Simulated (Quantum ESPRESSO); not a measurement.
# Au under changes of volume

One of the cells (17.651 Å³/atom); the others are scaled copies at fixed shape and fractional positions:

```
Au
1.0
     1.41131   -2.55593    0.00000
     1.41131    2.55593    0.00000
     0.00000    0.00000    4.89317
Au
2
Direct
  0.33467 0.66533 0.25000
  0.66533 0.33467 0.75000
```

This isn't the form of Au at room conditions, which is fcc.

```yaml
Program: Quantum ESPRESSO 7.5
Functional: LDA
Potentials_or_basis: GBRV 1.5 LDA
Cutoff: 612 eV
Density_cutoff: 4898 eV
k_mesh: 11 × 11 × 6
Occupations: fermi-dirac, width 0.05 eV
Spin: no spin polarisation
```

```tsv
volume (Å³/atom)	energy over the lowest point (meV/atom)	pressure (GPa)	largest force (eV/Å)
16.592	0.00	0.0	0.037
16.945	4.12	-3.9	0.029
17.298	16.10	-7.2	0.022
17.651	34.90	-10.0	0.015
18.004	?	?	?
18.357	89.29	-14.7	0.001
18.710	123.35	-16.5	0.007
```

Problem. What does the run at 18.004 Å³/atom give?

Solution. Energy over the lowest point 59.57 meV/atom; pressure -12.5 GPa; largest force 0.007 eV/Å.

Worked out: A Birch-Murnaghan fit of order 3 (a polynomial in V^(-2/3)) to the other rows has its minimum at 16.60 Å³/atom with B0 = V·E''(V) = 193 GPa and B' = 5.8 at fixed shape and positions, which overstates the stiffness. It gives 59.57 meV/atom at 18.004 Å³/atom, against the run's 59.57, and -dE/dV = -12.4 GPa, against -12.5.

Energies are extrapolated to zero smearing.
